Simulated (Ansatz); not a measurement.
## Redistribution: C3H6 + C3H8S → C2H4S + C4H10

Species: C3H6 (propene) `C=CC`, singlet; C3H8S (1-propanethiol) `CCCS`, singlet; C2H4S `C=CS`, singlet; C4H10 `CCCC`, singlet. The partners trade CH3 for SH; both sit on C, so the bond types are kept.

Shapes, held fixed at every level: PBE0-D4/def2-TZVP. Flexible molecules stand in one conformer, not always the lowest. Programs: Ansatz 0.2.0. Electronic energies: no zero-point or thermal term.

```
               level                    kind  ΔE (kJ/mol)  less CCSD(T)/CBS estimate  CPU time (sum over the molecules)
  wB97M-V/def2-TZVPP  range-separated hybrid         +3.0                       +0.1                            1.7 min
  wB97X-V/def2-TZVPP  range-separated hybrid         +2.6                       -0.3                               70 s
   B2PLYP/def2-TZVPP           double hybrid         +0.5                       -2.4                               50 s
      MP2/def2-TZVPP     perturbation theory         +2.0                       -0.9                                  –
  CCSD(T)/def2-TZVPP   coupled cluster or CI         +2.5                       -0.4                             11 min
     CCSD/def2-TZVPP   coupled cluster or CI         +2.9                        0.0                                  –
CCSD(T)/CBS estimate   coupled cluster or CI         +2.9                        0.0                             14 min
```

The highest level, CCSD(T)/CBS estimate, gives ΔE = +2.9 kJ/mol; the levels span +0.5 to +3.0. That is about zero within the method's error. The column of differences is taken from that level and isn't an error. No measured value is set beside it here. The CBS estimate extrapolates MP2 from def2-TZVPP and def2-QZVPP and adds CCSD(T) − MP2 in the triple-zeta set, cores frozen. Times are processor times on shared x86 and Arm servers, and rough.
